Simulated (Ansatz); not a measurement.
# 1T-MgI2 monolayer in a perpendicular field

Wanted: the out-of-plane response of the 1T-MgI2 monolayer. A positive field points along +c.

Program: Ansatz 0.2.0. Level of theory: plane-wave DFT, PBE-D3(BJ), Ansatz PAW. Results are calculated unless marked as measured.

**1. The structure**

The cell holds 3 atoms: 2 I and 1 Mg. Its edges and angles: a = 4.200 Å, b = 4.200 Å, c = 36.192 Å, α = 90.0°, β = 90.0°, γ = 120.0°. Vacuum lies along c.

**2. Relaxing the slab**

The starting cell is a guess, so the in-plane lattice and the atoms are relaxed first, with the slab cut off from its images along the normal.

Contents of input.yaml:

```yaml
crystal:
  lattice:
    - [4.2, 0.0, 0.0]
    - [-2.1, 3.6373066959, 0.0]
    - [0.0, 0.0, 36.1921035849]
  atoms:
    - { symbol: I, position: [0.6666666667, 0.3333333333, 0.4641896529] }
    - { symbol: Mg, position: [0.0, 0.0, 0.5] }
    - { symbol: I, position: [0.3333333333, 0.6666666667, 0.5358103471] }
  periodic: [true, true, false]
kpoints:
  mp_grid: { grid: [12, 12, 1] }
hamiltonian:
  xc: pbe
  dispersion: d3bj
scf:
  occupations: { method: fermi_dirac, width: 0.05 }
  convergence: { dr2_threshold: 1.0e-09 }
relax:
  f_tol: 0.004
  max_steps: 90
  cell: {}
output:
  write_potential: true
  write_density: true
  volumetric_format: npy
```

Launch:

```
> ansatz run input.yaml --threads 2 --pin off --max-ram 3072MiB --backend cpu --events-out ev --progress --plain --runs-dir out
```

Numbers of over 12 decimals in the logs are rounded to 6 here.

Output:

```text
Warning: relax.cell: scf.convergence.dr2_threshold = 1e-9 eV is looser than the 1.89201545488e-10 eV advised for a relaxation that steers and ends on the stress (1e-10 eV for each atom of the cell: 3, times the square of relax.cell.stress_2d_tol = 0.05 N/m over 12.6 Å (the atoms' height at the walk's start and 5 Å past either face), 3.971e-2 GPa, over a crystal's default 0.05). What an SCF threshold leaves in a stress goes as its square root, and in the free energy as the threshold itself, and one threshold admits the most on a small cell: [figures from the program's tests cut] Set scf.convergence.dr2_threshold to 1.89201545488e-10 eV or tighter. [rest of the remark cut]
Engine: ansatz 0.2.0, aarch64-unknown-linux-gnu
Pseudopotentials: kind: paw
Pseudopotential: I, paw, valence charge 17, recommended cutoff 420 eV (normal), I.paw.azcp
Pseudopotential: Mg, paw, valence charge 10, recommended cutoff 420 eV (normal), Mg.paw.azcp
Functional definition: PBE
  parameter kappa = 0.804
  parameter beta = 0.066725
  exchange = pbe_x(kappa = kappa, mu = beta*pi^2/3)
  correlation = pbe_c(beta = beta)
Crystal: 3 atoms, lattice volume = 552.895 Å³
Basis set: ecut = 420 eV, 10627 PW (Γ), exchange–correlation on 60×60×486 points (8 copies of the dense FFT grid, shifted against one another)
Bands: 27, of which v1, the nominal top of the filled ones, is band 22 counted from 1 (21 counted from 0)
Symmetry: 12 space group operations
Space group: P-3m1 (ITA 164), of the structure as read, at distance tolerance 8.2e-5 Å
k-points: 19 of 144
Non-local potential: I, projectors of the file, l = 0: 2, l = 1: 2, l = 2: 2, l = 3: 2
Non-local potential: Mg, projectors of the file, l = 0: 3, l = 1: 2, l = 2: 1
PAW form: soft (Blöchl's): semilocal exchange-correlation on the pseudo side does not see the compensation charge
PAW one-centre angular grid: I, 590 points (default); XC on 64 Gauss nodes
PAW one-centre angular grid: Mg, 110 points (default); XC on 64 Gauss nodes
Initial density: superposition of atomic densities (neutral atoms: chi_scale 0, normalization atom), corrected by the library's trained network
Initial wavefunctions: pseudopotential atomic-orbital guess
Functional: x = pbe(κ = 0.804, μ = 0.219515), c = pbe(β = 0.066725)
SCF iter   1: F=—  HF=-16952.715709 eV  |F-HF|=—  |Δ(HF+E_count)|=         —  Δρ=3.80e-4  dr2=2.00e-3  ethr=1.77e-3  ⟨swp⟩=19.8  Hψ=4512  notcnv=0
preconditioner: auto → Resta (q_TF=auto, 1.789 Å⁻¹)  ε∞=1.4  [insulator: Δε(μ)=3.521 eV  Ē_g=10.470 eV  σ=0.050 eV  W_gap=1.00  n_scr=50 (ndim 8)  ℏωp=6.3 eV  f_vac=0.815  D(μ)=0.00/eV (n_scr^D=0)  ε∞_Penn≈1.4  vacuum switching on, ρ_ref=8.0e-3 e/Å³]
SCF iter   2: F=—  HF=-16952.714319 eV  |F-HF|=—  |Δ(HF+E_count)|=   1.39e-3  Δρ=1.82e-4  dr2=2.30e-4  ethr=4.55e-6  ⟨swp⟩=4.1  Hψ=1441  notcnv=0  defer=19
SCF iter   3: F=—  HF=-16952.714731 eV  |F-HF|=—  |Δ(HF+E_count)|=   4.11e-4  Δρ=8.27e-5  dr2=4.44e-5  ethr=5.23e-7  ⟨swp⟩=3.1  Hψ=940  notcnv=0  defer=19
SCF iter   4: F=—  HF=-16952.714922 eV  |F-HF|=—  |Δ(HF+E_count)|=   1.91e-4  Δρ=1.05e-5  dr2=1.09e-6  ethr=1.01e-7  ⟨swp⟩=2.7  Hψ=786  notcnv=0  defer=19
SCF iter   5: F=—  HF=-16952.714882 eV  |F-HF|=—  |Δ(HF+E_count)|=   3.96e-5  Δρ=3.39e-6  dr2=1.20e-7  ethr=2.49e-9  ⟨swp⟩=3.8  Hψ=1123  notcnv=0  defer=19
SCF iter   6: F=—  HF=-16952.714882 eV  |F-HF|=—  |Δ(HF+E_count)|=   5.31e-8  Δρ=6.46e-7  dr2=2.05e-9  ethr=2.72e-10  ⟨swp⟩=3.5  Hψ=895  notcnv=0  defer=19
SCF iter   7: F=-16952.714882 eV  HF=-16952.714882 eV  |F-HF|=1.07e-9  |Δ(HF+E_count)|=   4.43e-8  Δρ=1.72e-7  dr2=2.79e-10  ethr=2.27e-12  ⟨swp⟩=12.5  Hψ=3611  notcnv=0
SCF 1 converged in 7 iterations: F = -16952.714882 eV  dr2 = 2.79e-10
  greatest PAW one-centre occupation: 1.000 electrons in one spin orbital (limit 2), on the Mg atom at site 1 (counted from 0), in its partial waves of l = 0
relax step   1: F+E_penalty+E_count = -16952.71488230 eV  Δ(F+E_penalty+E_count) = +0.000e0 eV  max|allowed force component| = 2.346e0 eV/Å  Δτ_max = 0.0000 Å  P = +4.186 N/m  Ω = 552.895 Å³  fix = [c, alpha, beta]  reactions: c +0.000 N/m  (7 SCF iters, accepted)
Crystal: 3 atoms, lattice volume = 556.947 Å³
Basis set: ecut = 420 eV, 10771 PW (Γ), exchange–correlation on 60×60×486 points (8 copies of the dense FFT grid, shifted against one another)
Initial density: handed on by an earlier stage of this run
Initial wavefunctions: those handed on with the density
iter 1 solved again at ethr=9.77e-5 eV; its pass at ethr=3.10e-3 eV (dr2=4.30e-2 eV) is discarded
SCF iter   1: F=—  HF=-16953.366043 eV  |F-HF|=—  |Δ(HF+E_count)|=         —  Δρ=2.32e-3  dr2=3.56e-2  ethr=9.77e-5  ⟨swp⟩=3.2  Hψ=4147  notcnv=0  defer=1
preconditioner: auto → Resta (q_TF=auto, 1.787 Å⁻¹)  ε∞=1.4  [insulator: Δε(μ)=3.901 eV  Ē_g=10.212 eV  σ=0.050 eV  W_gap=1.00  n_scr=50 (ndim 8)  ℏωp=6.3 eV  f_vac=0.804  D(μ)=0.00/eV (n_scr^D=0)  ε∞_Penn≈1.4  vacuum switching on, ρ_ref=7.6e-3 e/Å³]
SCF iter   2: F=—  HF=-16953.359881 eV  |F-HF|=—  |Δ(HF+E_count)|=   6.16e-3  Δρ=1.17e-3  dr2=5.92e-3  ethr=8.09e-5  ⟨swp⟩=3.4  Hψ=834  notcnv=0
SCF iter   3: F=—  HF=-16953.359416 eV  |F-HF|=—  |Δ(HF+E_count)|=   4.65e-4  Δρ=5.35e-4  dr2=1.40e-3  ethr=1.34e-5  ⟨swp⟩=4.0  Hψ=1103  notcnv=0
SCF iter   4: F=—  HF=-16953.359450 eV  |F-HF|=—  |Δ(HF+E_count)|=   3.46e-5  Δρ=7.65e-5  dr2=2.79e-5  ethr=3.18e-6  ⟨swp⟩=2.8  Hψ=689  notcnv=0
SCF iter   5: F=—  HF=-16953.359450 eV  |F-HF|=—  |Δ(HF+E_count)|=   8.24e-7  Δρ=1.56e-5  dr2=1.54e-6  ethr=6.34e-8  ⟨swp⟩=3.1  Hψ=878  notcnv=0
SCF iter   6: F=—  HF=-16953.359406 eV  |F-HF|=—  |Δ(HF+E_count)|=   4.36e-5  Δρ=3.98e-6  dr2=4.70e-8  ethr=3.50e-9  ⟨swp⟩=3.6  Hψ=995  notcnv=0
SCF iter   7: F=—  HF=-16953.359406 eV  |F-HF|=—  |Δ(HF+E_count)|=   4.02e-8  Δρ=8.31e-7  dr2=2.52e-9  ethr=1.07e-10  ⟨swp⟩=2.9  Hψ=1038  notcnv=0
SCF iter   8: F=-16953.359406 eV  HF=-16953.359406 eV  |F-HF|=1.96e-10  |Δ(HF+E_count)|=   5.06e-9  Δρ=1.33e-7  dr2=5.50e-11  ethr=2.27e-12  ⟨swp⟩=12.0  Hψ=3251  notcnv=0
SCF 2 converged in 8 iterations: F = -16953.359406 eV  dr2 = 5.50e-11
relax step   2: F+E_penalty+E_count = -16953.35940595 eV  Δ(F+E_penalty+E_count) = -6.445e-1 eV  max|allowed force component| = 8.787e-1 eV/Å  Δτ_max = 0.1986 Å  P = +0.762 N/m  Ω = 556.947 Å³  energy of the carried Pulay correction = -6.547e-5 eV  fix = [c, alpha, beta]  reactions: c +0.000 N/m  (8 SCF iters, accepted)
Crystal: 3 atoms, lattice volume = 546.791 Å³
Basis set: ecut = 420 eV, 10531 PW (Γ), exchange–correlation on 60×60×486 points (8 copies of the dense FFT grid, shifted against one another)
iter 1 solved again at ethr=4.87e-5 eV; its pass at ethr=3.10e-3 eV (dr2=2.14e-2 eV) is discarded
SCF iter   1: F=—  HF=-16953.502818 eV  |F-HF|=—  |Δ(HF+E_count)|=         —  Δρ=1.86e-3  dr2=1.98e-2  ethr=4.87e-5  ⟨swp⟩=2.6  Hψ=4045  notcnv=0
preconditioner: auto → Resta (q_TF=auto, 1.793 Å⁻¹)  ε∞=1.4  [insulator: Δε(μ)=3.770 eV  Ē_g=10.055 eV  σ=0.050 eV  W_gap=1.00  n_scr=50 (ndim 8)  ℏωp=6.4 eV  f_vac=0.796  D(μ)=0.00/eV (n_scr^D=0)  ε∞_Penn≈1.4  vacuum switching on, ρ_ref=7.3e-3 e/Å³]
SCF iter   2: F=—  HF=-16953.499244 eV  |F-HF|=—  |Δ(HF+E_count)|=   3.57e-3  Δρ=9.21e-4  dr2=3.55e-3  ethr=4.51e-5  ⟨swp⟩=3.1  Hψ=811  notcnv=0
SCF iter   3: F=—  HF=-16953.498886 eV  |F-HF|=—  |Δ(HF+E_count)|=   3.59e-4  Δρ=4.34e-4  dr2=9.44e-4  ethr=8.06e-6  ⟨swp⟩=4.0  Hψ=1077  notcnv=0
SCF iter   4: F=—  HF=-16953.498838 eV  |F-HF|=—  |Δ(HF+E_count)|=   4.77e-5  Δρ=6.79e-5  dr2=2.06e-5  ethr=2.15e-6  ⟨swp⟩=2.6  Hψ=704  notcnv=0
SCF iter   5: F=—  HF=-16953.498835 eV  |F-HF|=—  |Δ(HF+E_count)|=   2.86e-6  Δρ=1.32e-5  dr2=1.57e-6  ethr=4.69e-8  ⟨swp⟩=3.7  Hψ=1029  notcnv=0
SCF iter   6: F=—  HF=-16953.498791 eV  |F-HF|=—  |Δ(HF+E_count)|=   4.42e-5  Δρ=3.32e-6  dr2=3.12e-8  ethr=3.57e-9  ⟨swp⟩=3.8  Hψ=1088  notcnv=0
SCF iter   7: F=—  HF=-16953.498791 eV  |F-HF|=—  |Δ(HF+E_count)|=   4.08e-8  Δρ=8.02e-7  dr2=2.64e-9  ethr=7.10e-11  ⟨swp⟩=3.1  Hψ=1012  notcnv=0
SCF iter   8: F=-16953.498791 eV  HF=-16953.498791 eV  |F-HF|=2.11e-10  |Δ(HF+E_count)|=   3.79e-9  Δρ=9.08e-8  dr2=3.06e-11  ethr=2.27e-12  ⟨swp⟩=11.5  Hψ=3252  notcnv=0
SCF 3 converged in 8 iterations: F = -16953.498791 eV  dr2 = 3.06e-11
relax step   3: F+E_penalty+E_count = -16953.49879105 eV  Δ(F+E_penalty+E_count) = -1.394e-1 eV  max|allowed force component| = 1.564e-1 eV/Å  Δτ_max = 0.1412 Å  P = -0.182 N/m  Ω = 546.791 Å³  energy of the carried Pulay correction = +9.956e-5 eV  fix = [c, alpha, beta]  reactions: c -0.000 N/m  (8 SCF iters, accepted)
[...]
relax step   4: F+E_penalty+E_count = -16953.50720059 eV  Δ(F+E_penalty+E_count) = -8.410e-3 eV  max|allowed force component| = 5.353e-3 eV/Å  Δτ_max = 0.0403 Å  P = -0.201 N/m  Ω = 540.144 Å³  energy of the carried Pulay correction = +2.092e-4 eV  fix = [c, alpha, beta]  reactions: c -0.000 N/m  (7 SCF iters, accepted)
[...]
relax step   5: F+E_penalty+E_count = -16953.50801229 eV  Δ(F+E_penalty+E_count) = -8.117e-4 eV  max|allowed force component| = 2.628e-2 eV/Å  Δτ_max = 0.0000 Å  P = +0.021 N/m  Ω = 535.464 Å³  energy of the carried Pulay correction = +2.872e-4 eV  fix = [c, alpha, beta]  reactions: c +0.000 N/m  (6 SCF iters, accepted)
[...]
relax step   6: F+E_penalty+E_count = -16953.50816161 eV  Δ(F+E_penalty+E_count) = -1.493e-4 eV  max|allowed force component| = 7.125e-5 eV/Å  Δτ_max = 0.0057 Å  P = -0.003 N/m  Ω = 535.046 Å³  energy of the carried Pulay correction = +2.942e-4 eV  fix = [c, alpha, beta]  reactions: c -0.000 N/m  (6 SCF iters, accepted)
Initial wavefunctions: pseudopotential atomic-orbital guess (no wavefunctions were taken with the density)
iter 1 solved again at ethr=2.68e-6 eV; its pass at ethr=3.10e-3 eV (dr2=1.18e-3 eV) is discarded
SCF iter   1: F=—  HF=-16953.507819 eV  |F-HF|=—  |Δ(HF+E_count)|=         —  Δρ=9.56e-6  dr2=1.06e-7  ethr=2.68e-6  ⟨swp⟩=4.4  Hψ=5843  notcnv=0
eigensolver tolerance schedule: the retry pair's looser diagonalisation over-reported the residual by 11090.01 of it (diagonalisation noise at an unbounded share of the residual, at the tolerance the schedule requests for it); recorded, not acted on — ethr = c·dr2/N_el stays at c = 1.0e-1
preconditioner: auto → Resta (q_TF=auto, 1.799 Å⁻¹)  ε∞=1.4  [insulator: Δε(μ)=3.641 eV  Ē_g=10.017 eV  σ=0.050 eV  W_gap=1.00  n_scr=50 (ndim 8)  ℏωp=6.4 eV  f_vac=0.795  D(μ)=0.00/eV (n_scr^D=0)  ε∞_Penn≈1.4  vacuum switching on, ρ_ref=7.3e-3 e/Å³]
SCF iter   2: F=—  HF=-16953.507864 eV  |F-HF|=—  |Δ(HF+E_count)|=   4.47e-5  Δρ=3.66e-6  dr2=1.30e-8  ethr=2.42e-10  ⟨swp⟩=6.2  Hψ=1712  notcnv=0
SCF iter   3: F=—  HF=-16953.507864 eV  |F-HF|=—  |Δ(HF+E_count)|=   2.35e-8  Δρ=1.20e-6  dr2=2.48e-9  ethr=2.95e-11  ⟨swp⟩=2.5  Hψ=945  notcnv=0
SCF iter   4: F=-16953.507864 eV  HF=-16953.507864 eV  |F-HF|=2.80e-10  |Δ(HF+E_count)|=   2.87e-9  Δρ=3.03e-7  dr2=5.50e-10  ethr=2.27e-12  ⟨swp⟩=19.2  Hψ=3962  notcnv=0
SCF 7 converged in 4 iterations: F = -16953.507864 eV  dr2 = 5.50e-10
relax step   7: F+E_penalty+E_count = -16953.50786391 eV  Δ(F+E_penalty+E_count) = +2.977e-4 eV  max|allowed force component| = 9.211e-5 eV/Å  Δτ_max = 0.0000 Å  P = -0.003 N/m  Ω = 535.046 Å³  fix = [c, alpha, beta]  reactions: c -0.000 N/m  stress off target by 2.54e-3 N/m on what of the cell is left free  SCF on the basis re-selected at this cell (its energy is not comparable with the rows above)  (4 SCF iters)
basis re-selected at this cell: Δ(F+E_penalty+E_count) = +2.977e-4 eV, ΔP = +0.000 N/m vs the last step (what re-selecting the basis moved, of the pressure what is left beyond the Pulay correction that the steps carried, after the strain that the cell walked since its last selection, with what the two solves' SCF thresholds leave and, on support functions, any second-order correction that the steps lacked; it is no m [...]
SCF converged after 4 iterations
Free energy (F): -16953.507864 eV
Harris-Foulkes:  -16953.507864 eV  (|F-HF|=2.80e-10)
Internal energy: -16953.507864 eV  (E = F + TS)
E sigma→0 (E₀):  -16953.507864 eV
Fermi energy:    -4.503268 eV
--- Per-component energies (eV) ---
  E_band       = -1615.885700
  E_kinetic    = 453.811585
  E_local      = -91394.945829  (includes V_loc(G=0)·N_el)
  E_nonlocal   = -85.592903
  E_hartree    = 45284.648671
  E_xc         = -285.124215
  E_vxc        = -294.616220  (∫ρ·V_xc dr)
  E_paw        = -9926.342318  (= ΣΔE_a)
  E_vpaw       = -863.842150  (= ΣTr[D̂ρ^β])
  E_aug_tail   = -0.000031  (compensation charges beyond the density's cutoff)
  E_ewald      = 39000.742156
  E_disp       = -0.704980  (pairwise vdW)
  E_smearing   = -0.000000  (= −TS)
  E_closure    = -0.000000  (closes the sum)
  Σ components = -16953.507864   (vs F -16953.507864, Δ=0.00e0)
--- Forces (eV/Å), atoms counted from 1 ---
  atom   1  I      0.00000000    -0.00000000    -0.00009211
  atom   2  Mg     0.00000000     0.00000000     0.00000000
  atom   3  I      0.00000000     0.00000000     0.00009211
  max |Σ_I F_I| component: 0.00e0 eV/Å
--- 2D stress c σ (N/m, compression-positive) ---
       -0.002544       0.000000      -0.000000
        0.000000      -0.002544      -0.000000
       -0.000000      -0.000000      -0.000000
  P = ½ c Tr σ = -0.0025 N/m
--- Band table (eV; the first three rows and the last of 19) ---
  k-point 0: bands = [... 18 lower, -6.6146, -6.6146, -6.3423, -6.3423, -2.2543, -1.3944 (-1.3944°), -0.3955 (-0.3964°), -0.3215, ... 1 higher]
  k-point 1: bands = [... 18 lower, -6.8394, -6.7050, -6.5889, -6.3595, -1.9989, -1.0951 (-1.0951°), -0.3530 (-0.3536°), -0.3503, ... 1 higher]
  k-point 2: bands = [... 18 lower, -7.1514, -6.9392, -6.9095, -6.4354, -1.6011 (-1.6011°), -0.8596 (-0.8596°), -0.2748 (-0.2750°), -0.1561, ... 1 higher]
  k-point 18: bands = [... 18 lower, -8.8187, -8.3312, -7.1631, -7.1631, -1.9212, 0.0563, 0.0563, 1.6937, ... 1 higher]
  ° read free of the cell's end (the report's vacuum.weakly_bound_levels)
--- Relaxed structure (6 steps of the walk, 6 accepted, 1 SCFs on fresh bases) ---
  F+E_penalty+E_count = -16953.50786391 eV   max|allowed force component| = 9.211e-5 eV/Å   (the final SCF, on the basis selected at the relaxed cell)
  cell:  # Å, volume = 535.0463 Å³
    - [4.131649, 0, 0]
    - [-2.065825, 3.578113, 0]
    - [0, 0, 36.1921035849]
  atoms:
    - { symbol: I, position: [0.666667, 0.333333, 0.453530] }
    - { symbol: Mg, position: [0, 0, 0.500000] }
    - { symbol: I, position: [0.333333, 0.666667, 0.546470] }
```

It took 56 s on 2 threads of Arm Neoverse V2, shared host; peak memory 0.8 GiB; 1.8 min of CPU time.

Relaxation path:

```csv
step,energy less that of the first step (eV),largest force component (eV/Å),volume (Å³)
1,0.0000,2.3463,552.90
2,-0.6445,0.8787,556.95
3,-0.7839,0.1564,546.79
4,-0.7923,0.0054,540.14
5,-0.7931,0.0263,535.46
6,-0.7933,0.0001,535.05
7*,-0.7930,0.0001,535.05
```

Relaxation steps marked * repeat the geometry before them on a plane-wave basis chosen anew for their cell, so energy and pressure can jump there.

Forces are held to the 12 operations that the run works with; a distortion that breaks them can't arise in this run.

| cell as run | before | after | change |
| --- | --- | --- | --- |
| a (Å) | 4.200 | 4.132 | -1.6 % |
| b (Å) | 4.200 | 4.132 | -1.6 % |

The atoms that moved most (Å, along periodic axes as changes of fractional coordinates times the final cell, across vacuum about the mean position):

| atom | dx | dy | dz | length |
| --- | --- | --- | --- | --- |
| I1 | 0.000 | 0.000 | -0.386 | 0.386 |
| I3 | 0.000 | 0.000 | 0.386 | 0.386 |

The relaxed structure:

```xyz
3
Lattice="4.1316 0.0000 0.0000 -2.0658 3.5781 0.0000 0.0000 0.0000 36.1921" Properties=species:S:1:pos:R:3
I     2.0658    1.1927   16.4142
Mg    0.0000    0.0000   18.0961
I     0.0000    2.3854   19.7779
```

This step gave:

```yaml
gap_on_the_k_mesh: 3.641 eV
```

The lattice constant a goes from 4.200 to 4.132 Å.

(Continued in part 2 of 2.)

[Logs are printed without paths, hosts, clocks, repeated set-up lines and the standing remarks that a program may print on its own settings, such as how far it seeks lower states.]

[Hosts, paths, dates, database ids (printed as entryN), source tags and the programs' standing remarks are cut or masked in the printed files.]

[Maps of the electrostatic potential energy from Ansatz leave out the sawtooth potential of an applied field or a dipole correction, so their vacuum need not be flat; planar profiles and work functions include it.]
